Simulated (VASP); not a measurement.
# CdSe: X-ray absorption with a core hole, part 4 of 5

Wanted: the near-edge structure of CdSe. The cell has space group F-43m, a computed entry that need not be the common form of this compound. The start is a computed cell from the Materials Project.

VASP 6.6.1, plane waves and PAW; the level of theory is named at each step.

So far. Step 3 (L2,3 edge, Wyckoff site Cd a, full hole, excited …): The smoothed xx curve reaches a tenth of its top at about 3534 eV.

### Step 4. L2,3 edge, Wyckoff site Cd a, full hole

This step: supercell core-hole method, PBE, full hole; plane waves and PAW (Cd, Cd, Se) (VASP 6.6.1).

One core electron is taken from the first atom, which POSCAR lists as a species of its own, and NELECT stays that of the neutral valence shell, so the cell is charged against a background. NBANDS covers the range above the edge. The first density still holds the charge taken from the core, which is what the BRMIX lines of the log report.

Contents of INCAR:

```
SYSTEM = CdSe
PREC = Accurate
ENCUT = 400
EDIFF = 1E-06
NELM = 100
ISMEAR = 0
SIGMA = 0.05
LREAL = Auto
ALGO = Normal
GGA = PE
LWAVE = .FALSE.
LCHARG = .FALSE.
ICORELEVEL = 2
CLNT = 1
CLN = 2
CLL = 1
CLZ = 1
CH_LSPEC = .TRUE.
CH_NEDOS = 1500
CH_SIGMA = 0.5
NBANDS = 1136
NELECT = 486
```

Contents of POSCAR:

```
CdSe
1.0
    0.0000000000      9.2108135958      9.2108135958
    9.2108135958      0.0000000000      9.2108135958
    9.2108135958      9.2108135958      0.0000000000
Cd Cd Se
1 26 27
Direct
    0.0000000000      0.0000000000      0.0000000000
    0.0000000000      0.0000000000      0.3333333333
    0.0000000000      0.0000000000      0.6666666667
    0.0000000000      0.3333333333      0.0000000000
    0.0000000000      0.3333333333      0.3333333333
    0.0000000000      0.3333333333      0.6666666667
    0.0000000000      0.6666666667      0.0000000000
    0.0000000000      0.6666666667      0.3333333333
    0.0000000000      0.6666666667      0.6666666667
    0.3333333333      0.0000000000      0.0000000000
    0.3333333333      0.0000000000      0.3333333333
    0.3333333333      0.0000000000      0.6666666667
    0.3333333333      0.3333333333      0.0000000000
    0.3333333333      0.3333333333      0.3333333333
    0.3333333333      0.3333333333      0.6666666667
    0.3333333333      0.6666666667      0.0000000000
    0.3333333333      0.6666666667      0.3333333333
    0.3333333333      0.6666666667      0.6666666667
    0.6666666667      0.0000000000      0.0000000000
    0.6666666667      0.0000000000      0.3333333333
    0.6666666667      0.0000000000      0.6666666667
    0.6666666667      0.3333333333      0.0000000000
    0.6666666667      0.3333333333      0.3333333333
    0.6666666667      0.3333333333      0.6666666667
    0.6666666667      0.6666666667      0.0000000000
    0.6666666667      0.6666666667      0.3333333333
    0.6666666667      0.6666666667      0.6666666667
    0.0833333333      0.0833333333      0.0833333333
    0.0833333333      0.0833333333      0.4166666667
    0.0833333333      0.0833333333      0.7500000000
    0.0833333333      0.4166666667      0.0833333333
    0.0833333333      0.4166666667      0.4166666667
    0.0833333333      0.4166666667      0.7500000000
    0.0833333333      0.7500000000      0.0833333333
    0.0833333333      0.7500000000      0.4166666667
    0.0833333333      0.7500000000      0.7500000000
    0.4166666667      0.0833333333      0.0833333333
    0.4166666667      0.0833333333      0.4166666667
    0.4166666667      0.0833333333      0.7500000000
    0.4166666667      0.4166666667      0.0833333333
    0.4166666667      0.4166666667      0.4166666667
    0.4166666667      0.4166666667      0.7500000000
    0.4166666667      0.7500000000      0.0833333333
    0.4166666667      0.7500000000      0.4166666667
    0.4166666667      0.7500000000      0.7500000000
    0.7500000000      0.0833333333      0.0833333333
    0.7500000000      0.0833333333      0.4166666667
    0.7500000000      0.0833333333      0.7500000000
    0.7500000000      0.4166666667      0.0833333333
    0.7500000000      0.4166666667      0.4166666667
    0.7500000000      0.4166666667      0.7500000000
    0.7500000000      0.7500000000      0.0833333333
    0.7500000000      0.7500000000      0.4166666667
    0.7500000000      0.7500000000      0.7500000000
```

Contents of KPOINTS:

```
Automatic mesh
0
Gamma
2 2 2
0 0 0
```

PAW data sets: Cd, Cd and Se (PBE family, release 64).

Command:

```
$ mpirun -np 8 vasp_std
```

What it wrote:

```text
[... set-up lines as in an earlier step ...]
 entering main loop
       N       E                     dE             d eps       ncg     rms          rms(c)
DAV:   1     0.396414758878E+04    0.39641E+04   -0.14106E+05  6816   0.314E+02
DAV:   2     0.471623484902E+02   -0.39170E+04   -0.33345E+04  7736   0.125E+02
DAV:   3    -0.263020493852E+03   -0.31018E+03   -0.30279E+03  8056   0.387E+01
DAV:   4    -0.265704677507E+03   -0.26842E+01   -0.26819E+01  7736   0.380E+00
DAV:   5    -0.265712893088E+03   -0.82156E-02   -0.82152E-02  7928   0.172E-01BRMIX: very serious problems
 the old and the new charge density differ
 old charge density:   487.00000 new  486.00000
    0.119E+02
DAV:   6    -0.254619401323E+03    0.11093E+02   -0.20949E+00  8296   0.339E+00    0.509E+01
DAV:   7    -0.253518100711E+03    0.11013E+01   -0.19295E+00  7864   0.108E+00    0.924E+00
DAV:   8    -0.253518972543E+03   -0.87183E-03   -0.31845E-01  7768   0.625E-01    0.196E+00
DAV:   9    -0.253514350104E+03    0.46224E-02   -0.19772E-02  7888   0.189E-01    0.663E-01
DAV:  10    -0.253516994745E+03   -0.26446E-02   -0.60333E-03  7824   0.617E-02    0.230E-01
DAV:  11    -0.253518036261E+03   -0.10415E-02   -0.42294E-04  7608   0.238E-02    0.564E-02
DAV:  12    -0.253518176218E+03   -0.13996E-03   -0.16684E-04  7952   0.103E-02    0.222E-02
DAV:  13    -0.253518204548E+03   -0.28329E-04   -0.89582E-06  7504   0.264E-03    0.107E-02
DAV:  14    -0.253518213126E+03   -0.85782E-05   -0.57658E-06  7704   0.205E-03    0.447E-03
DAV:  15    -0.253518214326E+03   -0.12004E-05   -0.13953E-06  7504   0.851E-04    0.146E-03
DAV:  16    -0.253518214944E+03   -0.61829E-06   -0.97972E-08  6016   0.245E-04
   1 F= -.25351821E+03 E0= -.25351821E+03  d E =-.966093E-10
 Starting Core_Hole_Spec
 Ending Core_Hole_Spec
```

Run time: 40 min. Hardware: 8 MPI ranks of AMD EPYC 7R43, shared host; peak memory 5.4 GiB; 5.3 h of CPU time.

Parts of OUTCAR (step 4):

```text
NELECT = 486

 ion  position               nearest neighbor table
   1  0.000  0.000  0.000-  28 2.66  30 2.66  34 2.66  46 2.66
   2  0.000  0.000  0.333-  28 2.66  29 2.66  35 2.66  47 2.66
   3  0.000  0.000  0.667-  30 2.66  29 2.66  36 2.66  48 2.66
   4  0.000  0.333  0.000-  28 2.66  31 2.66  33 2.66  49 2.66
   5  0.000  0.333  0.333-  29 2.66  31 2.66  50 2.66  32 2.66
   6  0.000  0.333  0.667-  30 2.66  32 2.66  33 2.66  51 2.66
   7  0.000  0.667  0.000-  34 2.66  31 2.66  36 2.66  52 2.66
   8  0.000  0.667  0.333-  32 2.66  34 2.66  35 2.66  53 2.66
   9  0.000  0.667  0.667-  36 2.66  35 2.66  33 2.66  54 2.66
  10  0.333  0.000  0.000-  28 2.66  37 2.66  39 2.66  43 2.66
  11  0.333  0.000  0.333-  29 2.66  37 2.66  44 2.66  38 2.66
  12  0.333  0.000  0.667-  30 2.66  38 2.66  39 2.66  45 2.66
  13  0.333  0.333  0.000-  31 2.66  37 2.66  42 2.66  40 2.66
  14  0.333  0.333  0.333-  32 2.66  38 2.66  40 2.66  41 2.66
  15  0.333  0.333  0.667-  33 2.66  39 2.66  41 2.66  42 2.66
  16  0.333  0.667  0.000-  34 2.66  40 2.66  43 2.66  45 2.66
  17  0.333  0.667  0.333-  35 2.66  41 2.66  43 2.66  44 2.66
  18  0.333  0.667  0.667-  36 2.66  42 2.66  44 2.66  45 2.66
  19  0.667  0.000  0.000-  46 2.66  37 2.66  48 2.66  52 2.66
  20  0.667  0.000  0.333-  38 2.66  46 2.66  47 2.66  53 2.66
  21  0.667  0.000  0.667-  48 2.66  47 2.66  39 2.66  54 2.66
  22  0.667  0.333  0.000-  40 2.66  46 2.66  49 2.66  51 2.66
  23  0.667  0.333  0.333-  41 2.66  47 2.66  49 2.66  50 2.66
  24  0.667  0.333  0.667-  42 2.66  48 2.66  50 2.66  51 2.66
  25  0.667  0.667  0.000-  52 2.66  49 2.66  43 2.66  54 2.66
  26  0.667  0.667  0.333-  44 2.66  50 2.66  52 2.66  53 2.66
  27  0.667  0.667  0.667-  54 2.66  51 2.66  53 2.66  45 2.66
  28  0.083  0.083  0.083-   1 2.66   2 2.66   4 2.66  10 2.66
  29  0.083  0.083  0.417-   2 2.66   3 2.66   5 2.66  11 2.66
  30  0.083  0.083  0.750-   3 2.66   1 2.66   6 2.66  12 2.66
  31  0.083  0.417  0.083-   4 2.66   5 2.66   7 2.66  13 2.66
  32  0.083  0.417  0.417-   6 2.66   8 2.66  14 2.66   5 2.66
  33  0.083  0.417  0.750-   4 2.66   6 2.66   9 2.66  15 2.66
  34  0.083  0.750  0.083-   7 2.66   1 2.66   8 2.66  16 2.66
  35  0.083  0.750  0.417-   2 2.66   8 2.66   9 2.66  17 2.66
  36  0.083  0.750  0.750-   9 2.66   7 2.66   3 2.66  18 2.66
  37  0.417  0.083  0.083-  10 2.66  11 2.66  13 2.66  19 2.66
  38  0.417  0.083  0.417-  12 2.66  14 2.66  20 2.66  11 2.66
  39  0.417  0.083  0.750-  10 2.66  12 2.66  15 2.66  21 2.66
[...]
53  0.750  0.750  0.417-   8 2.66  20 2.66  26 2.66  27 2.66
  54  0.750  0.750  0.750-  27 2.66  21 2.66  25 2.66   9 2.66

The static configuration has the point symmetry T_d .

 Found      3 irreducible k-points:

 the core state eigenenergies are
   1-  1s -26766.7685  2s  -4087.2985  2p  -3698.2996  3s   -785.4860  3p   -654.2988
       3d   -450.8176  4s   -114.9903  4p    -74.6049
   2-  1s -26514.6469  2s  -3931.8128  2p  -3527.0670  3s   -728.7059  3p   -595.9950
       3d   -388.4433  4s   -100.9265  4p    -61.9903
   3-  1s -26514.6469  2s  -3931.8128  2p  -3527.0670  3s   -728.7059  3p   -595.9950
       3d   -388.4433  4s   -100.9265  4p    -61.9903
   4-  1s -26514.6469  2s  -3931.8128  2p  -3527.0670  3s   -728.7059  3p   -595.9950
       3d   -388.4433  4s   -100.9265  4p    -61.9903
   5-  1s -26514.4949  2s  -3931.6614  2p  -3526.9155  3s   -728.5550  3p   -595.8441
       3d   -388.2924  4s   -100.7766  4p    -61.8405
   6-  1s -26514.6469  2s  -3931.8128  2p  -3527.0670  3s   -728.7059  3p   -595.9950
       3d   -388.4433  4s   -100.9265  4p    -61.9903
   7-  1s -26514.6469  2s  -3931.8128  2p  -3527.0670  3s   -728.7059  3p   -595.9950
       3d   -388.4433  4s   -100.9265  4p    -61.9903
   8-  1s -26514.6469  2s  -3931.8128  2p  -3527.0670  3s   -728.7059  3p   -595.9950
       3d   -388.4433  4s   -100.9265  4p    -61.9903
   9-  1s -26514.4948  2s  -3931.6602  2p  -3526.9144  3s   -728.5538  3p   -595.8429
       3d   -388.2911  4s   -100.7752  4p    -61.8392
  10-  1s -26514.6469  2s  -3931.8128  2p  -3527.0670  3s   -728.7059  3p   -595.9950
       3d   -388.4433  4s   -100.9265  4p    -61.9903
  11-  1s -26514.4949  2s  -3931.6614  2p  -3526.9155  3s   -728.5550  3p   -595.8441
       3d   -388.2924  4s   -100.7766  4p    -61.8405
  12-  1s -26514.6469  2s  -3931.8128  2p  -3527.0670  3s   -728.7059  3p   -595.9950
       3d   -388.4433  4s   -100.9265  4p    -61.9903
  13-  1s -26514.4949  2s  -3931.6614  2p  -3526.9155  3s   -728.5550  3p   -595.8441
       3d   -388.2924  4s   -100.7766  4p    -61.8405
  14-  1s -26514.4949  2s  -3931.6614  2p  -3526.9155  3s   -728.5550  3p   -595.8441
       3d   -388.2924  4s   -100.7766  4p    -61.8405
  15-  1s -26514.4489  2s  -3931.6150  2p  -3526.8692  3s   -728.5086  3p   -595.7977
       3d   -388.2459  4s   -100.7301  4p    -61.7941
  16-  1s -26514.6469  2s  -3931.8128  2p  -3527.0670  3s   -728.7059  3p   -595.9950
       3d   -388.4433  4s   -100.9265  4p    -61.9903
  17-  1s -26514.4489  2s  -3931.6150  2p  -3526.8692  3s   -728.5086  3p   -595.7977
       3d   -388.2459  4s   -100.7301  4p    -61.7941
  18-  1s -26514.4489  2s  -3931.6150  2p  -3526.8692  3s   -728.5086  3p   -595.7977
       3d   -388.2459  4s   -100.7301  4p    -61.7941
  19-  1s -26514.6469  2s  -3931.8128  2p  -3527.0670  3s   -728.7059  3p   -595.9950
       3d   -388.4433  4s   -100.9265  4p    -61.9903
  20-  1s -26514.6469  2s  -3931.8128  2p  -3527.0670  3s   -728.7059  3p   -595.9950
[...]
54-  1s -12495.8465  2s  -1599.3546  2p  -1405.7041  3s   -206.0103  3p   -145.4801
       3d    -45.6634

 E-fermi :   0.9727

 k-point     1 :       0.0000    0.0000    0.0000
  band No.  band energies     occupation
    ...
    239       0.2572      2.00000
    240       0.2572      2.00000
    241       0.7530      2.00000
    242       0.7530      2.00000
    243       0.7530      2.00000
    244       1.1849      0.00000
    245       2.4547      0.00000
    246       3.0099      0.00000
    247       3.0099      0.00000
    248       3.0099      0.00000
    ...

 k-point     2 :       0.5000    0.0000    0.0000
  band No.  band energies     occupation
    ...
    239       0.0736      2.00000
    240       0.4969      2.00000
    241       0.4969      2.00000
    242       0.6025      2.00000
    243       0.6025      2.00000
    244       2.2720      0.00000
    245       2.6149      0.00000
    246       2.9866      0.00000
    247       3.3057      0.00000
    248       3.7740      0.00000
    ...

  Total        4.9465392      4.9465392      4.9465392      0.0000000      0.0000000      0.0000000
  in kB        5.0709352      5.0709352      5.0709352      0.0000000      0.0000000      0.0000000
  external PRESSURE =       5.0709352 kB  Pullay stress =       0.0000000 kB

 POSITION                                       TOTAL-FORCE (eV/Angst)
 -----------------------------------------------------------------------------------
      0.00000      0.00000      0.00000         0.000000      0.000000      0.000000
      3.07027      3.07027      0.00000         0.155876      0.155876     -0.232629
      6.14054      6.14054      0.00000        -0.155876     -0.155876     -0.232629
      3.07027      0.00000      3.07027         0.155876     -0.232629      0.155876
      6.14054      3.07027      3.07027         0.043261     -0.043261     -0.043261
      9.21081      6.14054      3.07027         0.232629     -0.155876      0.155876
      6.14054      0.00000      6.14054        -0.155876     -0.232629     -0.155876
      9.21081      3.07027      6.14054         0.232629      0.155876     -0.155876
     12.28108      6.14054      6.14054         0.034653     -0.034653     -0.034653
      0.00000      3.07027      3.07027        -0.232629      0.155876      0.155876
      3.07027      6.14054      3.07027        -0.043261      0.043261     -0.043261
      6.14054      9.21081      3.07027        -0.155876      0.232629      0.155876
      3.07027      3.07027      6.14054        -0.043261     -0.043261      0.043261
      6.14054      6.14054      6.14054         0.043261      0.043261      0.043261
      9.21081      9.21081      6.14054         0.000000      0.000000      0.053004
      6.14054      3.07027      9.21081        -0.155876      0.155876      0.232629
      9.21081      6.14054      9.21081         0.000000      0.053004      0.000000
     12.28108      9.21081      9.21081        -0.053004      0.000000      0.000000
      0.00000      6.14054      6.14054        -0.232629     -0.155876     -0.155876
      3.07027      9.21081      6.14054         0.155876      0.232629     -0.155876
      6.14054     12.28108      6.14054        -0.034653      0.034653     -0.034653
      3.07027      6.14054      9.21081         0.155876     -0.155876      0.232629
      6.14054      9.21081      9.21081         0.053004      0.000000      0.000000
      9.21081     12.28108      9.21081         0.000000     -0.053004      0.000000
      6.14054      6.14054     12.28108        -0.034653     -0.034653      0.034653
      9.21081      9.21081     12.28108         0.000000      0.000000     -0.053004
     12.28108     12.28108     12.28108         0.034653      0.034653      0.034653
      1.53514      1.53514      1.53514        -0.240152     -0.240152     -0.240152
      4.60541      4.60541      1.53514         0.000000      0.000000      0.023990
      7.67568      7.67568      1.53514         0.240152      0.240152     -0.240152
      4.60541      1.53514      4.60541         0.000000      0.023990      0.000000
      7.67568      4.60541      4.60541        -0.023990      0.000000      0.000000
     10.74595      7.67568      4.60541        -0.032348      0.032348     -0.062753
      7.67568      1.53514      7.67568         0.240152     -0.240152      0.240152
     10.74595      4.60541      7.67568        -0.032348     -0.062753      0.032348
     13.81622      7.67568      7.67568         0.062753      0.032348      0.032348
      1.53514      4.60541      4.60541         0.023990      0.000000      0.000000
      4.60541      7.67568      4.60541         0.000000     -0.023990      0.000000
[...]
-----------------------------------------------------------------------------------
    total drift:                               -0.000020     -0.000020     -0.000020

  FREE ENERGIE OF THE ION-ELECTRON SYSTEM (eV)
  ---------------------------------------------------
  free  energy   TOTEN  =      -253.5182149443 eV

  energy  without entropy=     -253.5182149443  energy(sigma->0) =     -253.51821494

[... 7 parts as in an earlier step ...]

[... 1 further part left out ...]
```

Numbers from this step:

| Quantity | Value |
| --- | --- |
| free energy (TOTEN) | -253.5182 eV |
| Fermi energy | 0.9727 eV |

The imaginary dielectric function times 10^5, xx has structure finer than the step of the table below, so its rows give means over 2 eV, whole bins alone (the curve runs from 3530 to 3575 eV). Peaks (eV: height): 3544.8: 0.0503, 3553.8: 0.0679, 3564.1: 0.0645, 3568.0: 0.0546.

Smoothed further by a Gaussian, to a width of roughly 2 to 2.4 eV in all; heights scale with one over the cell volume; the energy axis is the program's own, and the fall at its high end is where NBANDS ends. Table of imaginary dielectric function times 10^5, xx by photon energy; means over each step:

photon energy (eV), imaginary dielectric function times 10^5, xx and a bar:
```
     3532     0.0003 
     3534     0.0064 ###
     3536     0.0187 #########
     3538     0.0226 ##########
     3540     0.0246 ###########
     3542     0.0328 ###############
     3544     0.0441 ####################
     3546     0.0431 ####################
     3548     0.0440 ####################
     3550     0.0476 ######################
     3552     0.0602 ############################
     3554     0.0650 ##############################
     3556     0.0564 ##########################
     3558     0.0575 ###########################
     3560     0.0534 #########################
     3562     0.0435 ####################
     3564     0.0608 ############################
     3566     0.0475 ######################
     3568     0.0525 ########################
     3570     0.0280 #############
     3572     0.0019 #
```

The smoothed xx curve reaches a tenth of its top at about 3534 eV.

(Continued in part 5 of 5.)

[Lines on the potential files, build, host, timing and source positions are cut from VASP's logs without a mark.]

[Logs are printed without paths, hosts, clocks, repeated set-up lines and the standing remarks that a program may print on its own settings, such as how far it seeks lower states.]

[Hosts, paths, dates, database ids (printed as entryN), source tags and the programs' standing remarks are cut or masked in the printed files.]
